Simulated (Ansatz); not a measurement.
# Al3GaN4: the cost of one run

Method: DFT PBE, scalar-relativistic, plane waves, PAW, in Ansatz 0.2.0.

### Step 1. The starting structure

It takes space group P4/mmm (No. 123, tetragonal). Conventional cell: a = 3.352 Å, b = 3.352 Å, c = 9.482 Å, α = 90.00°, β = 90.00°, γ = 90.00°. Al (site symmetry 4mm) is surrounded by 6 N at 2.37 Å. Around Al (site symmetry 4/mmm) lie 6 N at 2.37 Å. Ga (site symmetry 4/mmm) is surrounded by 6 N at 2.37 Å. N (site symmetry 4mm) is surrounded by 5 Al at 2.37 Å and 1 Ga at 2.37 Å. N (site symmetry 4/mmm) has 6 Al at 2.37 Å as nearest neighbours. N (site symmetry 4/mmm) is surrounded by 4 Ga at 2.37 Å and 2 Al at 2.37 Å.

Structure file:

```cif
data_structure
_symmetry_space_group_name_H-M 'P4/mmm'
_symmetry_Int_Tables_number 123
_cell_length_a 3.3522
_cell_length_b 3.3522
_cell_length_c 9.4815
_cell_angle_alpha 90.000
_cell_angle_beta 90.000
_cell_angle_gamma 90.000
_cell_volume 106.55
loop_
_atom_site_label
_atom_site_type_symbol
_atom_site_symmetry_multiplicity
_atom_site_Wyckoff_symbol
_atom_site_fract_x
_atom_site_fract_y
_atom_site_fract_z
_atom_site_occupancy
Al1 Al 2 h 0.50000 0.50000 0.25000 1
Al2 Al 1 b 0.00000 0.00000 0.50000 1
Ga1 Ga 1 a 0.00000 0.00000 0.00000 1
N1 N 2 g 0.00000 0.00000 0.25000 1
N2 N 1 d 0.50000 0.50000 0.50000 1
N3 N 1 c 0.50000 0.50000 0.00000 1
```

The start is an ordering of an alloy on its end members' structure types: elements ordered on the sites of the AlN type, Al/Ga on Al (P4/mmm, No. 123).

### Step 2. Probe: one point on a coarse mesh

The input, input.yaml:

```yaml
crystal:
  lattice:
    - [3.35222663, 0.0, 0.0]
    - [0.0, 3.35222663, 0.0]
    - [0.0, 0.0, 9.48152873]
  atoms:
    - { symbol: Al, position: [0.5, 0.5, 0.25] }
    - { symbol: Al, position: [0.0, 0.0, 0.5] }
    - { symbol: Al, position: [0.5, 0.5, 0.75] }
    - { symbol: Ga, position: [0.0, 0.0, 0.0] }
    - { symbol: "N", position: [0.0, 0.0, 0.25] }
    - { symbol: "N", position: [0.5, 0.5, 0.5] }
    - { symbol: "N", position: [0.0, 0.0, 0.75] }
    - { symbol: "N", position: [0.5, 0.5, 0.0] }
basis:
  ecutwfc: 420
kpoints:
  mp_grid: { grid: [6, 6, 2] }
hamiltonian:
  xc: pbe
scf:
  occupations: { method: gaussian, width: 0.1 }
  lower_state_search: "off"
output:
  forces: true
  stress: true
  eigenvalues: true
```

Run with:

```console
ansatz run input.yaml --threads 1 --pin off --max-ram 2560MiB --backend cpu --events-out ev --progress --plain --runs-dir out
```

Q: Estimate wall time and peak memory on 1 thread of Intel Xeon at 2.70GHz, shared host.

About 4 s, with a peak of 0.39 GiB.
